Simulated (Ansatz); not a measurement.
Rh, one cell by several methods

```
Rh
1.0
     2.53606    0.00000    0.00000
     0.00000    2.53606    0.00000
     0.00000    0.00000    2.53606
Rh
1
Direct
  0.00000 0.00000 0.00000
```

The structure comes from a relaxation in the same program, started in the sc type, and has space group Pm-3m. Whether it is a known phase or the ground state wasn't checked.

Spin polarisation is left out, and whether a magnetic state lies lower isn't shown here.

Methods: DFT, PBE, PAW with Ansatz's default frozen-core files, scalar-relativistic (Ansatz 0.2.0); DFT, PBE, all-electron PAW with datasets made for the crystal, scalar-relativistic (Ansatz 0.2.0); DFT, PBE, all-electron LAPW, scalar-relativistic (Ansatz 0.2.0).

For PAW: a Γ-centred 14×14×14 k mesh, Fermi–Dirac smearing of 0.08 eV, cutoff 420 eV, no spin polarisation. The crystal-made all-electron datasets (AE datasets) take a cutoff of 340 eV at this cell. LAPW targets a basis error of 0.5 meV/atom. The Ansatz runs share mesh, smearing and spin set-up. Plane-wave (PAW) pressures include the program's estimate of the Pulay term.

Stress and pressure are positive in compression.

Levels count from the Fermi level.

```tsv
quantity	PAW	AE datasets	LAPW
pressure (GPa)	-0.01	-0.03	-0.04
highest filled level at R (eV)	-4.405	-4.404	-4.404
lowest empty level at R (eV)	2.420	2.420	2.420
highest filled level at Γ (eV)	-5.070	-5.070	-5.070
lowest empty level at Γ (eV)	0.743	0.744	0.744
```

PAW's pressure differs from the LAPW value by +0.03 GPa.
